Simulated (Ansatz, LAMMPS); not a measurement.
# Gap against volume in glassy 68SiO2-14MgO-11ZnO-7BaO (mol %) (75 atoms)

Density of this cell: 3.07 g/cm³. The cell holds 75 atoms: 19 Si, 4 Mg, 3 Zn, 2 Ba and 47 O. Cell: a = 9.999 Å, b = 10.129 Å, c = 9.916 Å, α = 90.0°, β = 88.2°, γ = 90.8°. The starting structure: 75 atoms (19 Si, 4 Mg, 3 Zn, 2 Ba, 47 O) placed at random at 3.15 g/cm³, melted at 4000 K for 10 ps at fixed volume with the Morse and Coulomb pair potential with partial charges (Pedone, Malavasi, Menziani, Cormack and Segre, J. Phys. Chem. B 110, 11780 (2006)). Quenched from 4000 K to 300 K at 25 K/ps and fixed volume, held 5 ps, then minimised at fixed cell.

Calculated with Ansatz 0.2.0: Kohn-Sham DFT, PBE, PAW (set soft_2), plane waves; cutoff 420 eV, Γ point, fixed occupations. The relaxed cell was scaled evenly and the atoms were relaxed at each volume. The gap is that between the highest filled and the lowest empty Kohn-Sham level on the run's k-points.

| volume (Å³/atom) | gap (eV) |
| --- | --- |
| 12.045 | 4.137 |
| 12.581 | ? |
| 12.982 | 3.854 |
| 13.384 | 3.742 |
| 13.785 | 3.629 |
| 14.187 | 3.716 |

Task: Fit a straight line in ln V to the rows given and interpolate to the withheld row.

Worked fit:

A volume deformation potential makes the spacing linear in u = ln(V/V0), with V0 = 13.384 Å³ the relaxed volume; v is the spacing.

| u = ln(V/V0) | v (eV) |
| --- | --- |
| -0.105361 | 4.1367 |
| -0.0304598 | 3.8544 |
| 0 | 3.742 |
| 0.0295594 | 3.6291 |
| 0.0582692 | 3.7156 |

With n = 5: mean u = -0.00959842, mean v = 3.81556, Σ(u − ū)² = 0.015837, Σ(u − ū)(v − v̄) = -0.046355. Slope b = -0.046355 / 0.015837 = -2.9270; intercept a = v̄ − b ū = 3.7875.

At the withheld volume u = -0.06188, and v = a + b u.

Prediction at 12.581: 3.969 eV. The run gave 4.022 eV, so the fit is low by 0.053 eV (1.3 % of the value).

The rows follow a line only loosely (correlation 0.94 in size over all rows, under the 0.97 asked here), so the slope of -2.93 eV is a mean trend and no deformation potential. Among the rows given, the largest miss of the fit is at 14.187, by 0.099 eV (19 % of the range of the table).

Limits: The table spans 16 % in volume, wide for a linear law. Semilocal functionals tend to put gaps under measured ones. Only the Γ point is sampled. Atoms move by up to 1.3 Å in these relaxations, so the structure changes along the series. Defect or tail levels can set the spacing of a disordered cell. Spin–orbit coupling is left out, which matters for the levels of the heavy elements.

[Hosts, paths, dates, database ids (printed as entryN), source tags and the programs' standing remarks are cut or masked in the printed files.]
